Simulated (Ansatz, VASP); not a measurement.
**Two plane-wave programs on MgS (Niningerite)**

```
S Mg
1.0
     0.00000    2.60165    2.60165
     2.60165    0.00000    2.60165
     2.60165    2.60165    0.00000
S Mg
1 1
Direct
  0.50000 0.50000 0.50000
  0.00000 0.00000 0.00000
```

Alike in both runs: task relaxation of cell and atoms; functional BLYP; dispersion D4; k mesh 9 × 9 × 9; occupations fermi-dirac, width 0.05 eV; no spin polarisation.

|  | VASP | Ansatz |
| --- | --- | --- |
| version | VASP 6.6.1 | Ansatz 0.2.0 |
| potentials or method | VASP PAW PBE potentials, release 64 (S, Mg) | Ansatz PAW |
| plane-wave cutoff (eV) | 600 | 420 |
| valence electrons in the cell | 8 | 16 |

```tsv
	VASP	Ansatz	Ansatz less VASP
gap on the k mesh at the Fermi level, each at its own relaxed structure (eV)	3.02	3.01	-0.003
relaxed volume (Å³/atom)	17.23	17.27	+0.042
relaxed cell length with the largest relative difference (Å)	3.653	3.655	+0.0030
energy change over the relaxation (meV/atom)	-2	-2	+0.5
```

The two sets of potentials don't hold the same shells in valence.

Caveats: the PAW data sets were made with another functional, which shifts forces and pressure a little (VASP); an odd mesh through Γ misses points on the zone boundary, where band edges often lie (VASP); odd divisions of the mesh miss points on the zone boundary, where band edges often lie, so the gap on the mesh can be too wide (Ansatz); the plane-wave basis is chosen anew once the cell has moved, so the energies of steps on either side of that aren't comparable (Ansatz); the PAW data sets come from PBE, with cores solved anew for the run's functional, which leaves a small shift of forces and pressure (Ansatz). A hybrid or GW would open this gap; BLYP tends to underestimate it.
